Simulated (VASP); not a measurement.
# KBr: electric field gradients with PBE

KBr:

```
K Br
1.0
     0.00000    3.74539    3.74539
     3.74539    0.00000    3.74539
     3.74539    3.74539    0.00000
K Br
1 1
Cartesian
  0.0000 0.0000 0.0000
  1.8727 1.8727 1.8727
```

Measurements of this composition are mostly on another form, of space group No. 225.

The cell isn't the ideal one: volume scaled by 1.025, PAW files.

```yaml
Program: VASP 6.6.1
Task: electric field gradients
Functional: PBE
Potentials_or_basis: VASP PAW PBE potentials, release 64 (K_sv, Br)
Cutoff: 520 eV
k_mesh: 11 × 11 × 11
Occupations: fermi-dirac, width 0.08 eV
Spin: no spin polarisation
Dipole_correction: no
Further_INCAR_settings: ALGO = Normal; EDIFF = 1e-08; NBANDS = 15
```

- Pressure: -0.2 GPa
- Band gap on the k mesh: 4.20 eV, indirect (least direct gap 4.21 eV)

Levels at points of the mesh, in eV from the valence-band top:
```csv
k point,band 4,band 5,band 6,band 7,band 8,band 9,band 10,band 11,band 12,band 13
"(0.00, 0.00, 0.00)",-11.41,-11.41,-0.01,-0.01,-0.01,4.20,8.53,8.53,9.46,9.46
```

Electric field gradients, principal values (V/Å²):
| atom | Vxx | Vyy | Vzz |
| --- | --- | --- | --- |
| 1 K | 0.000 | 0.000 | 0.001 |
| 2 Br | 0.000 | 0.000 | 0.001 |

Wall time 51 s on 1 thread of Intel(R) Xeon(R) 6975P-C (Granite Rapids) (shared host), peak memory 0.29 GiB.

Caveat: an odd mesh through Γ misses points on the zone boundary, where band edges often lie.
